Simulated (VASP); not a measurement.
# Si23W (a cell with a defect) in VASP: a series of runs, part 2 of 3

VASP 6.6.1.

### 3 Single point, PBEsol+U, collinear spin, zero start

File INCAR:

```
PREC = Accurate ; ENCUT = 350
EDIFF = 1E-5 ; ISMEAR = 0
SIGMA = 0.03 ; LREAL = Auto
LASPH = True ; NELM = 120
ALGO = Normal ; ISIF = 2
LWAVE = False ; LCHARG = False
ISPIN = 2 ; MAGMOM = 0 0 0 0 0 0 0 0 0 0 0 0 0 0 0 0 0 0 0 0 0 0 0 0
LORBIT = 11 ; NUPDOWN = 0
LMAXMIX = 4 ; LDAU = True
LDAUTYPE = 2 ; LDAUL = 2 -1
LDAUU = 2 0 ; LDAUJ = 0 0
LDAUPRINT = 1 ; GGA = PS
NBANDS = 75 ; ISYM = 0
```

File KPOINTS:

```
Automatic mesh
0
Gamma
  2 3 3
```

File POSCAR:

```
Si23W                                   
1.0
    0.0000000000      8.1555000000      8.1555000000
    5.4370000000      0.0000000000      5.4370000000
    5.4370000000      5.4370000000      0.0000000000
  W               Si            
     1    23
Direct
     0.9948174162062781    0.0007493755180553    0.0016071778648563
     0.9991296078088486    0.9978205752653285    0.5020510261892118
     0.9985592343050458    0.5015678871703616    0.9983110785974573
     0.9981337572704694    0.5012896499868432    0.5025573813308984
     0.3340272782565064    0.0018410954895630    0.9990538603654371
     0.3382059486409186    0.9988503729631398    0.4953947190361815
     0.3376015367942089    0.4980406016992482    0.9967877269312259
     0.3319692704957028    0.5011870612403608    0.4995366633567961
     0.6691610332752440    0.9983276627241744    0.9962484446453295
     0.6647721994984527    0.9992916638954570    0.5048480478266456
     0.6634437951010573    0.5073696799541446    0.9982115634269417
     0.6662380847459690    0.5003778308752120    0.4987118852468063
     0.0856645285215685    0.1251057265302743    0.1254017607729103
     0.0889569121038224    0.1241061131869970    0.6177605755166350
     0.0883359385722695    0.6165700669255112    0.1253694564725786
     0.0827559626433121    0.6248723454945482    0.6253405527690986
     0.4203340292534485    0.1238201106165673    0.1212304935033938
     0.4151989684168425    0.1269280976356660    0.6257410347666642
     0.4140160300572604    0.6288160491685303    0.1252967371685129
     0.4167870664990793    0.6249711867008259    0.6227806552297797
     0.7384246778406827    0.1333809749550203    0.1307873795698679
     0.7505110466688478    0.1263388360472167    0.6230418505286336
     0.7499430953174062    0.6249495820935863    0.1248023356022280
     0.7487265817067588    0.6251664538633807    0.6242285932819177
```

Potentials or basis: VASP PAW PBE potentials, release 64 (W_sv, Si).

Command:

```sh
> cat potpaw_PBE.64/W_sv/POTCAR potpaw_PBE.64/Si/POTCAR > POTCAR
> mpirun -np 1 vasp_std > vasp.out
```

OUTCAR:

```text
PREC = Accurate
   ENCUT = 350
   EDIFF = 1E-5
   ISMEAR = 0
   LREAL = Auto
   LASPH = True
   NELM = 120
   ISIF = 2
   ISPIN = 2
   LORBIT = 11
   NUPDOWN = 0
   GGA = PS
   ISYM = 0

 ion  position               nearest neighbor table
   1  0.995  0.001  0.002-  14 2.41  15 2.41  13 2.41  21 2.41
   2  0.999  0.998  0.502-  16 2.34  22 2.34  13 2.37  14 2.37
   3  0.999  0.502  0.998-  23 2.34  16 2.34  13 2.36  15 2.37
   4  0.998  0.501  0.503-  16 2.34  24 2.35  15 2.37  14 2.37
   5  0.334  0.002  0.999-  13 2.34  19 2.34  18 2.34  17 2.35
   6  0.338  0.999  0.495-  14 2.35  20 2.35  18 2.35  17 2.35
[... 16 lines left out ...]
  23  0.750  0.625  0.125-   3 2.34   9 2.34  12 2.35  11 2.35
  24  0.749  0.625  0.624-  12 2.35  11 2.35   4 2.35  10 2.35

IMPORTANT INFORMATION: All symmetrisations will be switched off!
NOSYMM: (Re-)initialisation of all symmetry stuff for point group C_1.

----------------------------------------------------------------------------------------

                                     Primitive cell

  volume of cell :     482.1690

  direct lattice vectors                    reciprocal lattice vectors
     0.000000000  8.155500000  8.155500000    -0.061308320  0.061308320  0.061308320
     5.437000000  0.000000000  5.437000000     0.091962479 -0.091962479  0.091962479
     5.437000000  5.437000000  0.000000000     0.091962479  0.091962479 -0.091962479

  length of vectors
    11.533618708  7.689079139  7.689079139     0.106189124  0.159283687  0.159283687

  position of ions in fractional coordinates (direct lattice)
     0.994817416  0.000749376  0.001607178
     0.999129608  0.997820575  0.502051026
     0.998559234  0.501567887  0.998311079
     0.998133757  0.501289650  0.502557381
     0.334027278  0.001841095  0.999053860
     0.338205949  0.998850373  0.495394719
[... 16 lines left out ...]
     0.749943095  0.624949582  0.124802336
     0.748726582  0.625166454  0.624228593
[... 189 lines left out ...]
      4     -31.9956      1.00000
      5      -6.1050      1.00000
      6      -4.7787      1.00000
[... 669 lines left out ...]
     64       8.8897      0.00000
     65       8.9850      0.00000
 Fermi energy:         5.8863648700

 spin component 2

 k-point     1 :       0.0000    0.0000    0.0000
  band No.  band energies     occupation
      1     -67.8407      1.00000
      2     -32.1504      1.00000
      3     -32.1437      1.00000
      4     -31.9956      1.00000
      5      -6.1050      1.00000
      6      -4.7787      1.00000
[... 669 lines left out ...]
     64       8.8897      0.00000
     65       8.9850      0.00000
 [bands above 65 left out]

------------------------ aborting loop because EDIFF is reached ----------------------------------------

  FORCE on cell =-STRESS in cart. coord.  units (eV):
  Direction    XX          YY          ZZ          XY          YZ          ZX
  --------------------------------------------------------------------------------------
  -------------------------------------------------------------------------------------
  Total        2.2859776      1.9780991      1.9879172     -0.7739850      0.5884780     -0.7700113
  in kB        7.5959709      6.5729354      6.6055596     -2.5718394      1.9554267     -2.5586356
  external PRESSURE =       6.9248220 kB  Pullay stress =       0.0000000 kB

 VOLUME and BASIS-vectors are now :
 -----------------------------------------------------------------------------
  energy-cutoff  :      350.00
  volume of cell :      482.17
      direct lattice vectors                 reciprocal lattice vectors
     0.000000000  8.155500000  8.155500000    -0.061308320  0.061308320  0.061308320
     5.437000000  0.000000000  5.437000000     0.091962479 -0.091962479  0.091962479
     5.437000000  5.437000000  0.000000000     0.091962479  0.091962479 -0.091962479

 POSITION                                       TOTAL-FORCE (eV/Angst)
 -----------------------------------------------------------------------------------
      0.01281      8.12197      8.11731        -0.014634      0.015336      0.011463
      8.15480     10.87805     13.57355         0.012703     -0.020100     -0.017459
      8.15484     13.57157     10.87077         0.015663     -0.024145     -0.004746
      5.45792     10.87268     10.86579         0.025369     -0.016761     -0.009894
      5.44187      8.15602      2.73417        -0.007294      0.002953      0.003858
      8.12421      5.45170      8.18899         0.007080     -0.008345     -0.004020
[... 16 lines left out ...]
      4.07640      6.79471      9.51401         0.008707     -0.007344     -0.001366
      6.79296      9.50017      9.50527         0.013747     -0.006234      0.002046
 -----------------------------------------------------------------------------------
    total drift:                               -0.003020      0.003457     -0.005443

  FREE ENERGIE OF THE ION-ELECTRON SYSTEM (eV)
  ---------------------------------------------------
  free  energy   TOTEN  =      -139.6218631012 eV

  energy  without entropy=     -139.6212360544  energy(sigma->0) =     -139.62154958

 total charge

# of ion       s       p       d       tot
------------------------------------------
    1        2.442   6.155   3.467  12.064
    2        0.765   0.917   0.000   1.682
    3        0.765   0.917   0.000   1.682
    4        0.763   0.915   0.000   1.678
    5        0.758   0.937   0.000   1.695
    6        0.756   0.935   0.000   1.691
[... 16 lines left out ...]
   23        0.751   0.943   0.000   1.694
   24        0.750   0.941   0.000   1.691
--------------------------------------------------
tot         19.853  27.738   3.467  51.058

 magnetization (x)

# of ion       s       p       d       tot
------------------------------------------
    1        0.000   0.000  -0.000  -0.000
    2       -0.000  -0.000   0.000  -0.000
    3        0.000   0.000   0.000   0.000
    4       -0.000  -0.000   0.000  -0.000
    5       -0.000  -0.000   0.000  -0.000
    6        0.000   0.000   0.000   0.000
[... 16 lines left out ...]
   23       -0.000  -0.000   0.000  -0.000
   24        0.000   0.000   0.000   0.000
--------------------------------------------------
tot          0.000  -0.000  -0.000  -0.000
```

OSZICAR:

```text
N       E                     dE             d eps       ncg     rms          rms(c)
DAV:   1     0.271015747104E+03    0.27102E+03   -0.33346E+04  3200   0.887E+02
DAV:   2    -0.118931707166E+03   -0.38995E+03   -0.36913E+03  3572   0.180E+02
DAV:   3    -0.142715734512E+03   -0.23784E+02   -0.23282E+02  3781   0.410E+01
DAV:   4    -0.143272224987E+03   -0.55649E+00   -0.55335E+00  3800   0.702E+00
DAV:   5    -0.143285415261E+03   -0.13190E-01   -0.13172E-01  3800   0.106E+00    0.230E+01
DAV:   6    -0.141038144337E+03    0.22473E+01   -0.12540E+01  3752   0.900E+00    0.114E+01
DAV:   7    -0.140580463258E+03    0.45768E+00   -0.12197E+01  3904   0.105E+01    0.902E+00
DAV:   8    -0.139619238190E+03    0.96123E+00   -0.25103E+00  3640   0.438E+00    0.226E+00
DAV:   9    -0.139620575304E+03   -0.13371E-02   -0.38379E-01  3624   0.163E+00    0.712E-01
DAV:  10    -0.139620808829E+03   -0.23353E-03   -0.16426E-02  3728   0.369E-01    0.349E-01
DAV:  11    -0.139621695544E+03   -0.88672E-03   -0.27381E-03  3808   0.160E-01    0.166E-01
DAV:  12    -0.139621838643E+03   -0.14310E-03   -0.35812E-04  3632   0.581E-02    0.504E-02
DAV:  13    -0.139621861544E+03   -0.22901E-04   -0.48799E-05  3528   0.215E-02    0.208E-02
DAV:  14    -0.139621863101E+03   -0.15572E-05   -0.85607E-06  2152   0.870E-03
   1 F= -.13962186E+03 E0= -.13962155E+03  d E =-.627047E-03  mag=     0.0000
```

stdout:

```text
POSCAR found type information on POSCAR W Si
 POSCAR found :  2 types and      24 ions
 scaLAPACK will be used
 -----------------------------------------------------------------------------
|                                                                             |
|                                                                             |
|     You enforced a specific xc type in the INCAR file but a different       |
|     I HOPE YOU KNOW WHAT YOU ARE DOING!                                     |
|                                                                             |
 -----------------------------------------------------------------------------

 LDA part: xc-table for (Slater+PW92), standard interpolation
 POSCAR, INCAR and KPOINTS ok, starting setup
 FFT: planning ... GRIDC
 FFT: planning ... GRID_SOFT
 FFT: planning ... GRID
 WAVECAR not read
 entering main loop
```

Run time: 14 min. Hardware: 1 thread of AMD EPYC 7R13 (Zen 3), shared host; peak memory 0.61 GiB.

What came out:

```yaml
Free_energy: -139.6219 eV
Pressure: 0.7 GPa
Largest_force: 0.032 eV/Å
Net_moment: 0.00 μB per cell
Valence_electrons_inside_the_program's_atomic_spheres: W 12.06; Si 1.68, 1.70, 1.69, 1.72, 1.73
```

Forces on the atoms (eV/Å):
```
W   -0.015  0.015  0.011
Si   0.013 -0.020 -0.017
Si   0.016 -0.024 -0.005
Si   0.025 -0.017 -0.010
Si  -0.007  0.003  0.004
Si   0.007 -0.008 -0.004
Si   0.010  0.001 -0.007
Si  -0.014  0.012  0.014
Si   0.015  0.016  0.005
Si  -0.002 -0.008  0.006
Si  -0.006  0.020 -0.001
Si  -0.001  0.009  0.002
Si  -0.023 -0.011 -0.011
Si  -0.018 -0.002  0.025
Si  -0.008  0.004  0.004
Si  -0.015  0.006  0.006
Si   0.000 -0.004 -0.009
Si   0.005  0.013 -0.011
Si  -0.009  0.001  0.005
Si   0.007  0.004 -0.006
Si  -0.011  0.008  0.002
Si   0.008 -0.004 -0.006
Si   0.009 -0.007 -0.001
Si   0.014 -0.006  0.002
```

Stress tensor (GPa, compression positive):
```
 0.76 -0.26 -0.26
-0.26  0.66  0.20
-0.26  0.20  0.66
```

Eigenvalues of the final occupation matrices:
```
    site  spin  trace               eigenvalues
site 1 d     1   1.76  0.29 0.29 0.38 0.39 0.39
site 1 d     2   1.76  0.29 0.29 0.38 0.39 0.39
```

Caveat: the PAW data sets were made with another functional, which shifts forces and pressure a little; the total moment is fixed, so each spin has its own Fermi level; the U is typed as a test and isn't derived for this compound.

(Continued in part 3 of 3.)
